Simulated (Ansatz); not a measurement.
Task: a phonon calculation by linear response of HfO2, space group Fm-3m, with Ansatz's Python interface. Give the script and its output. Settings: PBEsol, PAW, cutoff 630 eV, 6×6×6 k-points, fixed occupations.

```
CELL_PARAMETERS angstrom
0.00000 2.55750 2.55750
2.55750 0.00000 2.55750
2.55750 2.55750 0.00000
ATOMIC_POSITIONS crystal
Hf 0.00000 0.00000 0.00000
O 0.25000 0.25000 0.25000
O 0.75000 0.75000 0.75000
```

The script, `run_dfpt.py`:
```python
"""DFPT phonons of HfO2."""

from pathlib import Path
import warnings

import ansatz as az
import numpy as np
from pymatgen.core import Lattice, Structure
from pymatgen.io.ase import AseAtomsAdaptor


def main() -> None:
    warnings.simplefilter("ignore", az.DeckWarning)

    pmg_structure = Structure(
        Lattice([(0.0, 2.5575, 2.5575), (2.5575, 0.0, 2.5575), (2.5575, 2.5575, 0.0)]),
        ["Hf", "O", "O"],
        [
            (0.0, 0.0, 0.0),
            (0.25, 0.25, 0.25),
            (0.75, 0.75, 0.75),
        ],
    )
    system = az.Crystal.from_ase(AseAtomsAdaptor.get_atoms(pmg_structure))

    model = (
        system.calculation()
        .functional("pbesol")
        .basis(630)
        .occupations("Fixed")  # whole-number filling, right only where there is a gap
        .mixing("msr1", ndim=8, beta=0.6)
        .scf(tolerance=1e-08, extra_bands=6)
        .kpoints(6, 6, 6)  # the mesh must be finer for metals
        .phonons("dfpt", points=[(0, 0, 0), (0.5, 0, 0)])
    )
    res = model.run(runs_dir="runs")
    ph = res.phonons

    for q in ph.qpoints:
        print("q =", np.round(q.q_frac, 3), "1/cm:", " ".join(f"{w:.1f}" for w in q.omega_inv_cm))


if __name__ == "__main__":
    main()
```

`python run_dfpt.py` gives:
```text
q = [0. 0. 0.] 1/cm: -0.0 -0.0 0.0 191.8 191.8 191.8 544.7 544.7 544.7
q = [0.5 0.  0. ] 1/cm: 73.1 73.1 168.5 370.2 370.2 474.4 481.6 481.6 557.2
```

What to keep in mind:
- These settings explore the input space; cutoff and mesh may be short of convergence.
- No spin polarisation was allowed.
- The cell isn't relaxed first, so the values belong to this volume.
- This is a high-temperature or high-pressure form, not the ambient phase.
- Spin-orbit coupling, which matters for elements this heavy, is left out.
- No non-analytic term is added, so at the zone centre the longitudinal optical modes of a polar crystal aren't split off.
- The structure is a deposited one; some such entries were measured under pressure or heat, so a shift against it needn't be the functional's error alone.
- The structure is taken as given; imaginary modes can come from an unrelaxed or unstable start.
- It ran for 43 s on 1 thread of Intel(R) Xeon(R) Processor @ 2.30GHz (shared host), peak memory 0.83 GiB.
